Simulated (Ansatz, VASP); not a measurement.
## Two plane-wave programs on Al2Cu

```
Al Cu
1.0
    -2.14467    2.14467    2.75504
     2.14467   -2.14467    2.75504
     2.14467    2.14467   -2.75504
Al Cu
2 1
Direct
  0.75000 0.25000 0.50000
  0.25000 0.75000 0.50000
  0.50000 0.50000 0.00000
```

Alike in both runs: task single point; functional PBEsol; k mesh 14 × 14 × 14; occupations gaussian, width 0.1 eV; no spin polarisation.

```csv
,VASP,Ansatz
version,VASP 6.6.1,Ansatz 0.2.0
potentials or method,"VASP PAW PBE potentials, release 64 (Al, Cu)","scalar-relativistic, plane waves, PAW"
plane-wave cutoff (eV),520,420
valence electrons in the cell,17,25
```

```tsv
	VASP	Ansatz	Ansatz less VASP
gap on the k mesh at the Fermi level (eV)	none	none	-
pressure (GPa)	-5.7	-6.1	-0.33
largest component of the traceless stress (GPa)	5.99	6.07	+0.076
```

A gap of «none» marks a metal or a gap that the smearing closes. The two sets of potentials don't hold the same shells in valence.

Caveats: the PAW data sets were made with another functional, which shifts forces and pressure a little (VASP).
